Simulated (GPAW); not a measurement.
Write an ASE script for GPAW 26.7.0 that does the following.

```
Task                : equation of state
Functional          : PBEsol
Potentials or basis : PAW data sets generated in the run's folder for this functional
Cutoff              : 800 eV
Basis               : pw
k mesh              : 9 × 9 × 9
Occupations         : fermi-dirac, width 0.05 eV
Spin                : no spin polarisation
Maxiter             : 150
Eos scales          : [0.94, 0.96, 0.98, 1.0, 1.02, 1.04, 1.06]
```

HfN:

```
Hf N
1.0
     0.00000    2.45482    2.45482
     2.45482    0.00000    2.45482
     2.45482    2.45482    0.00000
Hf N
1 1
Direct
  0.00000 0.00000 0.00000
  0.25000 0.25000 0.25000
```

The cell comes from a database or a generator and needn't be the stable form of this composition.

The input as run:

run.py

```python
from ase import Atoms
from ase.eos import EquationOfState
from ase.io import Trajectory
from ase.units import GPa
from gpaw import GPAW, PW, setup_paths

setup_paths.insert(0, '.')

atoms = Atoms(['Hf', 'N'],
              cell=[[0.0, 2.454822, 2.454822],
                    [2.454822, 0.0, 2.454822],
                    [2.454822, 2.454822, 0.0]],
              scaled_positions=[[0.0, 0.0, 0.0],
                                [0.25, 0.25, 0.25]],
              pbc=True)

traj = Trajectory('eos.traj', 'w')
volumes, energies = [], []
for x in [0.94, 0.96, 0.98, 1.0, 1.02, 1.04, 1.06]:
    a = atoms.copy()
    a.set_cell(atoms.cell * x**(1 / 3), scale_atoms=True)
    calc = GPAW(mode=PW(800),
                xc='PBEsol',
                kpts={'size': (9, 9, 9), 'gamma': True},
                occupations={'name': 'fermi-dirac', 'width': 0.05},
                nbands=19,
                convergence={'density': 1e-05, 'energy': 1e-05},
                maxiter=150,
                txt=f'eos-{x:.2f}.txt')
    a.calc = calc
    energies.append(a.get_potential_energy(force_consistent=True))
    volumes.append(a.get_volume())
    p = -a.get_stress()[:3].mean() / GPa
    calc.write(f'eos-{x:.2f}.gpw')
    traj.write(a)
    print(f'{x:.2f} {volumes[-1]:10.4f} A^3 {energies[-1]:14.6f} eV {p:9.3f} GPa', flush=True)

v0, e0, B = EquationOfState(volumes, energies, eos='birchmurnaghan').fit()
print(f'V0 = {v0:.4f} A^3, E0 = {e0:.6f} eV, B0 = {B / GPa:.2f} GPa')
```

Potentials or basis: PAW data sets generated in the run's folder for this functional, pw.

Launch:

```sh
$ gpaw-setup -f PBEsol Hf N
$ OMP_NUM_THREADS=1 python run.py
```

It gave:

* Equilibrium volume: 14.51 Å³/atom
* Bulk modulus: 204 GPa
* Pressure derivative of the bulk modulus: 4.0

Wall time 5.1 min on 1 thread of AMD EPYC 7571, with other jobs on the host, peak memory 0.23 GiB.
